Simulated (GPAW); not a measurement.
# Gd (P6_3/mmc) in GPAW: single point with PBE

Aim: the single point of Gd with PBE.

All numbers are computed with GPAW 26.7.0; they aren't measurements. Logs are shortened: lines on timing, memory, paths and dates and some standing lists are left out, and cuts for length are marked. The log counts tension as positive stress, the text compression.

### Step 1. Starting point

It takes space group P6_3/mmc (No. 194, hexagonal). Conventional cell: a = 3.636 Å, b = 3.636 Å, c = 5.783 Å, α = 90.00°, β = 90.00°, γ = 120.00°. Around Gd (site symmetry -6m2) lie 12 Gd at 3.57 to 3.64 Å.

### Step 2. Single point, PBE, collinear spin, ferromagnetic start

File run.py:

```python
from ase import Atoms
from ase.dft.bandgap import bandgap
from ase.io import write
from ase.units import GPa
from gpaw import GPAW, PW

atoms = Atoms(['Gd', 'Gd'],
              cell=[[3.636, 0.0, 0.0],
                    [-1.818, 3.1488683682, 0.0],
                    [0.0, 0.0, 5.7826]],
              scaled_positions=[[0.6666666667, 0.3333333333, 0.75],
                                [0.3333333333, 0.6666666667, 0.25]],
              pbc=True)
atoms.set_initial_magnetic_moments([8.5, 8.5])

calc = GPAW(mode=PW(800),
            xc='PBE',
            kpts={'size': (8, 8, 5), 'gamma': True},
            occupations={'name': 'fermi-dirac', 'width': 0.05},
            nbands=37,
            convergence={'density': 1e-05, 'energy': 1e-05},
            maxiter=150,
            txt='gpaw.txt')
atoms.calc = calc
energy = atoms.get_potential_energy()
forces = atoms.get_forces()
stress = atoms.get_stress()
calc.write('gs.gpw')
write('result.traj', atoms)
print(f'Energy: {energy:.6f} eV')
print('Forces (eV/A):')
print(forces.round(4))
print('Stress (GPa):', (stress / GPa).round(3))
print('Moments:', calc.get_magnetic_moments().round(3))
print('Fermi level:', round(calc.get_fermi_level(), 4), 'eV')
print(f'Gap: {bandgap(calc)[0]:.4f} eV, direct: {bandgap(calc, direct=True)[0]:.4f} eV')
```

Potentials or basis: GPAW PAW data sets (gpaw-data 1.2.1), pw.

Command:

```sh
$ OMP_NUM_THREADS=1 python run.py
```

gpaw.txt:

```text
__  _  _
 | _ |_)|_||  |
 |__||  | ||/\| - 26.7.0

Input parameters:
  mode=PW(ecut=800.0),
  convergence={'density': 1e-05, 'energy': 1e-05},
  kpts=MonkhorstPack(size=(8, 8, 5), gamma=True),
  maxiter=150,
  nbands=37,
  occupations=Occupations(name='fermi-dirac', width=0.05),
  xc=XC(name='PBE')

Diagonalizing LCAO Hamiltonian
Converting LCAO to pw mode

           Gd

        Gd

Atoms  # Å, Bohr magnetons
|   | symbol |         x |        y |        z |    initial magnetic moments |
|---|--------|-----------|----------|----------|-----------------------------|
| 0 |     Gd |  1.818000 | 1.049623 | 4.336950 | ( 0.0000,  0.0000,  8.5000) |
| 1 |     Gd | -0.000000 | 2.099246 | 1.445650 | ( 0.0000,  0.0000,  8.5000) |

Unit cell  # Å
| periodic |         x |        y |        z |  lengths |     angles |
|----------|-----------|----------|----------|----------|------------|
|      yes |  3.636000 | 0.000000 | 0.000000 | 3.636000 |  90.000000 |
|      yes | -1.818000 | 3.148868 | 0.000000 | 3.636000 |  90.000000 |
|      yes |  0.000000 | 0.000000 | 5.782600 | 5.782600 | 120.000000 |

Number of symmetries: 12
Symmetry operations  # r_c * U_cc + t_c -> r_c
|    | kind |            matrix            |
|----|------|------------------------------|
|  0 |  σ   |  1, 1, 0,  0,-1, 0,  0, 0, 1 |
|  1 |  S6  |  1, 1, 0, -1, 0, 0,  0, 0,-1 |
|  2 |  E   |  1, 0, 0,  0, 1, 0,  0, 0, 1 |
|  3 |  C2  |  1, 0, 0, -1,-1, 0,  0, 0,-1 |
|  4 |  C2  |  0, 1, 0,  1, 0, 0,  0, 0,-1 |
|  5 |  C3  |  0, 1, 0, -1,-1, 0,  0, 0, 1 |
|  6 |  S6  |  0,-1, 0,  1, 1, 0,  0, 0,-1 |
|  7 |  σ   |  0,-1, 0, -1, 0, 0,  0, 0, 1 |
|  8 |  σ   | -1, 0, 0,  1, 1, 0,  0, 0, 1 |
|  9 |  i   | -1, 0, 0,  0,-1, 0,  0, 0,-1 |
| 10 |  C3  | -1,-1, 0,  1, 0, 0,  0, 0, 1 |
| 11 |  C2  | -1,-1, 0,  0, 1, 0,  0, 0,-1 |

BZ-sampling:
  Number of BZ points: 320
  Number of IBZ points: 40

  Monkhorst-Pack size: [8, 8, 5]
  Monkhorst-Pack shift: [0.0625, 0.0625, 0.0]

K-points  # in reciprocal-cell coordinates
|     |                                coordinates |     weight |
|-----|--------------------------------------------|------------|
|   0 | (  0.00000000,   0.00000000,   0.00000000) | 0.00312500 |
|   1 | (  0.00000000,   0.00000000,   0.20000000) | 0.00625000 |
|   2 | (  0.00000000,   0.00000000,   0.40000000) | 0.00625000 |
|   3 | (  0.12500000,   0.00000000,  -0.40000000) | 0.01875000 |
|   4 | (  0.12500000,   0.00000000,  -0.20000000) | 0.01875000 |
|   5 | (  0.12500000,   0.00000000,   0.00000000) | 0.01875000 |
|   6 | (  0.12500000,   0.00000000,   0.20000000) | 0.01875000 |
|   7 | (  0.12500000,   0.00000000,   0.40000000) | 0.01875000 |
|   8 | (  0.25000000,  -0.12500000,   0.00000000) | 0.01875000 |
|   9 | (  0.25000000,  -0.12500000,   0.20000000) | 0.03750000 |
| ... |                                            |            |
|  39 | (  0.50000000,   0.50000000,   0.40000000) | 0.01875000 |

Plane wave coefficients: 3424
Cutoff: 800.0 eV

Spin-components: 2 (collinear spins)
Bands:           37
Projectors:      16
Spin-degeneracy: 1
Datatype:        complex128

Parallelization:
  kpt:    1
  domain: 1
  band:   1

Density:
  Valence electrons: 36.0
  Components: 2
  Grid points: [24 24 40]
  Charge: 0.0  # |e|

Potential:
  Grid points: [24 24 40]

species:
  Gd:
    name:    Gadolinium
    Z:       64.0
    valence: 18
    core:    46
    charge:  0.0  # [|e|]
    compensation charges:
      type: gauss
      rc: 0.35  # [Å]
      lmax: 2
    cutoffs:
      filter: 1.17  # [Å]
      core: 1.83  # [Å]
    projectors
    | kind |    occ | energy [eV] | rcut [Å] |
    |------|--------|-------------|----------|
    |   5s |  2.000 |     -49.740 |    1.164 |
    |   6s |  2.000 |      -4.126 |    1.164 |
    |   5p |  6.000 |     -27.264 |    1.164 |
    |   6p |  0.000 |      -1.333 |    1.164 |
    |   5d |  1.000 |      -2.532 |    1.164 |
    |   4f |  7.000 |      -8.689 |    1.164 |
    |    d |        |      24.679 |    1.164 |
    |    f |        |      18.522 |    1.164 |

    Using partial waves for Gd as LCAO basis

Reference energy: -613403.147850  # eV

eigensolver:
  PPCG
  Converge bands: occupied
  niter=2

density mixing:
  MSR1-Mixer
  Pratt-step length: 0.05
  Maximum mixing coefficient: 0.75
  Old densities: 10
  SVD Regularization: 0.005
  Good broyden scale: 1.0
  Trust region scale: 1.0
  Backstep threshold: 4.0
  History deletion threshold: 6.0
  Fourier metric: weight=20.0, sigma=0.015

occupation numbers:
  Fermi-Dirac:
    width: 0.0500  # eV

poisson solver:
  ecut: 6400.0  # eV

xc functional:
  name: PBE with 2 nearest neighbor stencil

convergence criteria:
- Maximum integral of absolute [dens]ity change: 1e-05 electrons / valence electron
- Maximum [total energy] change in last 3 cyles: 1e-05 eV / valence electron
- Maximum integral of absolute [eigenst]ate change: 4e-08 eV^2 / valence electron
maximum number of iterations: 150

SCF iterations
|iter     | |      energy | eigst |  dens |  magmom |
|---------|-|-------------|-------|-------|---------|
|iter:   1| |  -27.450646 | -1.26 |       | +16.9599|
|iter:   2| |  -27.421415 | -3.06 | -1.19 | +16.9057|
|iter:   3| |  -27.371161 | -1.30 | -1.21 | +16.1018|
|iter:   4| |  -27.403665 | -2.72 | -1.62 | +15.7959|
|iter:   5| |  -27.402001 | -2.82 | -1.85 | +15.5996|
|iter:   6| |  -27.409955 | -4.22 | -2.12 | +15.3234|
|iter:   7| |  -27.410401 | -5.30 | -2.80 | +15.2911|
|iter:   8| |  -27.410668 | -4.97 | -3.12 | +15.2661|
|iter:   9| |  -27.410692c| -6.21 | -3.63 | +15.2609|
|iter:  10| |  -27.410704c| -6.22 | -4.01 | +15.2605|
|iter:  11| |  -27.410703c| -7.37 | -4.41 | +15.2617|
|iter:  12| |  -27.410703c| -7.71c| -4.66 | +15.2619|
|iter:  13| |  -27.410703c| -7.74c| -4.95 | +15.2624|
|iter:  14| |  -27.410703c| -8.28c| -5.57c| +15.2624|

Converged in 14 steps
Energy contributions relative to reference atoms: (reference = -613403.147850)

Energy contributions:
  Kinetic:          67.654686
  Coulomb:         -58.572075
  Zero:             -1.013506
  External:          0.000000
  Xc:              -35.466800
  Entropy:          -0.026015
  Spinorbit:         0.000000
  ----------------------------
  Free energy:     -27.423711
  Extrapolated:    -27.410703

dipole moment: (-0.000000, -0.000000, -0.000001)  # |e|*Ang

Total magnetic moment: (0.000000, 0.000000, 15.262442)

Local magnetic moments
|        x |        y |        z |
|----------|----------|----------|
| 0.000000 | 0.000000 | 7.012512 |  # Gd   0
| 0.000000 | 0.000000 | 7.012512 |  # Gd   1

Fermi level: 8.685
Eigenvalues  # (at kpt = [0.000, 0.000, 0.000])
| band index |      eig [eV] | occ [0-1] |      eig [eV] | occ [0-1] |
|------------|---------------|-----------|---------------|-----------|
|          0 |       -36.666 |     1.000 |       -33.451 |     1.000 |
|        ... |               |           |               |           |
|          9 |         3.934 |     1.000 |         7.250 |     1.000 |
|         10 |         3.961 |     1.000 |         9.049 |     0.001 |
|         11 |         3.961 |     1.000 |         9.083 |     0.000 |
|         12 |         4.007 |     1.000 |         9.135 |     0.000 |
|         13 |         4.007 |     1.000 |         9.187 |     0.000 |
|         14 |         4.009 |     1.000 |         9.187 |     0.000 |
[... 8 lines left out ...]
|         23 |         6.192 |     1.000 |         9.430 |     0.000 |
|         24 |         9.717 |     0.000 |        10.802 |     0.000 |
|        ... |               |           |               |           |
|         36 |        23.155 |     0.000 |        23.817 |     0.000 |

No gap
No difference between direct/indirect transitions

Forces  # eV/Ang
|        x |        y |        z |
|----------|----------|----------|
|  0.00000 | -0.00000 | -0.00009 |  # Gd   0
| -0.00000 |  0.00000 |  0.00009 |  # Gd   1

Stress tensor  # eV/Ang^3
|         x |         y |         z |
|-----------|-----------|-----------|
| -0.002312 |  0.000000 |  0.000000 |
|  0.000000 | -0.002312 |  0.000000 |
|  0.000000 |  0.000000 | -0.004556 |

# Writing to gs.gpw (mode='')
```

It took 3.4 min on 1 thread of Arm Neoverse V2, shared host; peak memory 0.39 GiB.

What came out:

| Property | Result |
| --- | --- |
| Free energy | -27.4237 eV |
| Pressure | 0.5 GPa |
| Band gap on the k mesh | none (metal or under the smearing width) |
| Net moment | 15.26 μB per cell |
| Site moments | Gd +7.01 μB |

Levels at points of the mesh, in eV from the Fermi level:
Spin up:
| k point | band 24 | band 25 | band 26 | band 27 | band 28 | band 29 |
| --- | --- | --- | --- | --- | --- | --- |
| (0.00, 0.00, 0.00) | -2.49 | 1.03 | 1.32 | 1.32 | 1.49 | 1.94 |
| (0.50, 0.50, 0.00) | -1.75 | -1.30 | -0.11 | 1.05 | 1.08 | 1.77 |
Spin down:
```
           k point  band 6  band 7  band 8  band 9  band 10  band 11  band 12  band 13  band 14  band 15
(0.00, 0.00, 0.00)  -19.92  -19.92  -19.91   -4.17    -1.43     0.36     0.40     0.45     0.50     0.50
(0.50, 0.50, 0.00)  -20.23  -20.13  -20.01   -1.06    -0.90    -0.59     0.39     0.44     0.51     0.51
```

Caveat: one-centre terms of the f shell are cut off; spin-orbit coupling is left out, which moves the levels of the heavy elements.
